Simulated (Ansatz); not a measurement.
# ZrS2: the cost of one run

Computed with Ansatz 0.2.0 (DFT PBE+D3(BJ), scalar-relativistic, plane waves, PAW, unless a step's input says otherwise).

1 further run of the same task is left out (set aside as unsound or not needed).

## Step 1: The starting structure

Symmetry: P-3m1, No. 164, trigonal system. Conventional cell: a = 3.635 Å, b = 3.635 Å, c = 5.723 Å, α = 90.00°, β = 90.00°, γ = 120.00°. Zr (site symmetry -3m) is surrounded by 6 S at 2.56 Å. Around S (site symmetry 3m) lie 3 Zr at 2.56 Å.

Coordinates:

```
CELL_PARAMETERS angstrom
1.81751 -3.14802 5.72275
1.81751 -3.14802 -5.72275
3.63502 6.29604 0.00000
ATOMIC_POSITIONS crystal
Zr 0.50000 0.50000 0.00000
Zr 0.00000 0.00000 0.00000
Zr 0.50000 0.50000 0.50000
Zr 0.00000 0.00000 0.50000
S 0.46096 0.20571 0.16667
S 0.96096 0.70571 0.16667
S 0.46096 0.20571 0.66667
S 0.96096 0.70571 0.66667
S 0.03904 0.29429 0.33333
S 0.53904 0.79429 0.33333
S 0.03904 0.29429 0.83333
S 0.53904 0.79429 0.83333
```

It is built from the cell relaxed beforehand with the same method (21.83 Å³/atom).

## Step 2: Zero of the scan

input.yaml reads:

```yaml
crystal:
  lattice:
    - [1.8175098503, -3.148019404, 5.7227454322]
    - [1.8175098503, -3.148019404, -5.7227454322]
    - [3.6350197006, 6.296038808, 0.0]
  atoms:
    - { symbol: Zr, position: [0.5, 0.5, 0.0] }
    - { symbol: Zr, position: [0.0, 1.0, 0.0] }
    - { symbol: Zr, position: [0.5, 0.5, 0.5] }
    - { symbol: Zr, position: [0.0, 1.0, 0.5] }
    - { symbol: S, position: [0.4609560275, 0.2057106392, 0.1666666667] }
    - { symbol: S, position: [0.9609560275, 0.7057106392, 0.1666666667] }
    - { symbol: S, position: [0.4609560275, 0.2057106392, 0.6666666667] }
    - { symbol: S, position: [0.9609560275, 0.7057106392, 0.6666666667] }
    - { symbol: S, position: [0.0390439725, 0.2942893608, 0.3333333333] }
    - { symbol: S, position: [0.5390439725, 0.7942893608, 0.3333333333] }
    - { symbol: S, position: [0.0390439725, 0.2942893608, 0.8333333333] }
    - { symbol: S, position: [0.5390439725, 0.7942893608, 0.8333333333] }
basis:
  ecutwfc: 420
kpoints:
  mp_grid: { grid: [6, 6, 6] }
hamiltonian:
  xc: pbe
  dispersion: d3bj
scf:
  occupations: { method: gaussian, width: 0.05 }
output:
  forces: true
  stress: true
  eigenvalues: true
```

The run is started by

```
ansatz run input.yaml --threads 2 --pin off --max-ram 5120MiB --backend cpu --events-out ev --progress --plain --runs-dir out
```

What time and memory should one allow on 2 threads of AMD EPYC 7R43 (Zen 3), shared host?

About 34 s, with a peak of 1.1 GiB.
